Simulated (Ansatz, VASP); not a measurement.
One calculation of AlN, two programs

```
N Al
1.0
     6.21883    0.00000    0.00000
    -3.10942    5.38567    0.00000
     0.00000    0.00000   24.05625
N Al
16 16
Cartesian
  0.0000 1.7952 8.0000
  -1.5547 4.4881 8.0000
  3.1094 1.7952 8.0000
  1.5547 4.4881 8.0000
  1.5547 0.8976 10.4894
  0.0000 3.5904 10.4894
  4.6641 0.8976 10.4894
  3.1094 3.5904 10.4894
  0.0000 1.7952 13.0320
  -1.5547 4.4881 13.0320
  3.1094 1.7952 13.0320
  1.5547 4.4881 13.0320
  1.5547 0.8976 15.4973
  0.0000 3.5904 15.4973
  4.6641 0.8976 15.4973
  3.1094 3.5904 15.4973
  1.5547 0.8976 8.5881
  0.0000 3.5904 8.5881
  4.6641 0.8976 8.5881
  3.1094 3.5904 8.5881
  0.0000 1.7952 11.0775
  -1.5547 4.4881 11.0775
  3.1094 1.7952 11.0775
  1.5547 4.4881 11.0775
  1.5547 0.8976 13.5170
  0.0000 3.5904 13.5170
  4.6641 0.8976 13.5170
  3.1094 3.5904 13.5170
  0.0000 1.7952 16.0139
  -1.5547 4.4881 16.0139
  3.1094 1.7952 16.0139
  1.5547 4.4881 16.0139
```

Alike in both runs: functional PBE; dispersion D3(BJ); k mesh 3 × 3 × 1; occupations gaussian, width 0.05 eV; no spin polarisation.

Ansatz relaxed the structure, and its values are those at the end. VASP's run is a single point on that final structure, the one shown.

|  | VASP | Ansatz |
| --- | --- | --- |
| version | VASP 6.6.1 | Ansatz 0.2.0 |
| potentials or method | VASP PAW PBE potentials, release 64 (N, Al) | scalar-relativistic, plane waves, PAW |
| plane-wave cutoff (eV) | 520 | 420 |
| valence electrons in the cell | 128 | 128 |

Ansatz gave:

```
gap on the k mesh at the Fermi level (eV)  : none
rms of the force components (eV/Å)         : 0.839
work function, face that differs most (eV) : 4.03
```

Problem. What did VASP give for the same quantities?

Solution. gap on the k mesh at the Fermi level (eV): none; rms of the force components (eV/Å): 0.839; work function, face that differs most (eV): 3.90.

A gap of «none» marks a metal or a gap that the smearing closes. With one functional, cell and mesh, what is left measures potentials, basis and numerics. Ansatz warned: «vacuum_below_fermi».

Caveats: the k mesh is coarse (spacing up to 0.39 Å⁻¹), so the values aren't converged.
